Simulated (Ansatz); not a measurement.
ScAl₃: a prediction, then the measurements

These are results of DFT PBE, scalar-relativistic, plane waves, PAW (Ansatz 0.2.0), not measurements.

Settings: cutoff 420 eV, Γ-centred mesh 12×12×12 on the computed 4-atom cell, Gaussian smearing of 0.10 eV; no spin polarisation.

Relaxed structure:

```cif
data_structure
_symmetry_space_group_name_H-M 'Pm-3m'
_symmetry_Int_Tables_number 221
_cell_length_a 4.1059
_cell_length_b 4.1059
_cell_length_c 4.1059
_cell_angle_alpha 90.000
_cell_angle_beta 90.000
_cell_angle_gamma 90.000
_cell_volume 69.22
loop_
_atom_site_label
_atom_site_type_symbol
_atom_site_symmetry_multiplicity
_atom_site_Wyckoff_symbol
_atom_site_fract_x
_atom_site_fract_y
_atom_site_fract_z
_atom_site_occupancy
Sc1 Sc 1 a 0.00000 0.00000 0.00000 1
Al1 Al 3 c 0.50000 0.00000 0.50000 1
```

| Item | Value |
| --- | --- |
| Space group | Pm-3m (No. 221) |
| Volume per atom | 17.30 Å³ |
| Formation energy from the elements' standard states (uncorrected) | -0.453 eV/atom |
| Kohn–Sham band gap | none (metal) |
| Density of states at the Fermi level | 1.3 states/eV per cell |
| Orbital (Löwdin) character within 0.5 eV of the Fermi level | Al 3p 42 %, Sc 3d 42 %, Al 3s 10 % |
| Bader charge by site (e) | Sc (1 in the cell) 1.16, Al (3 in the cell) -0.39 |

**Against measurements.**

Measured lattice constant a of ScAl3: 4.103 Å (300 K; quoted in “A Combined Experimental and First-Principles Based Assessment of Finite-Temperature Thermodynamic Properties of Intermetallic Al3Sc”, 2021, pmc:8067998). This calculation gives 4.106 Å (+0.1 %). The calculation is for 0 K without zero-point motion.

It was relaxed from a Materials Project cell. Löwdin shares on free-atom orbitals overweight diffuse shells.
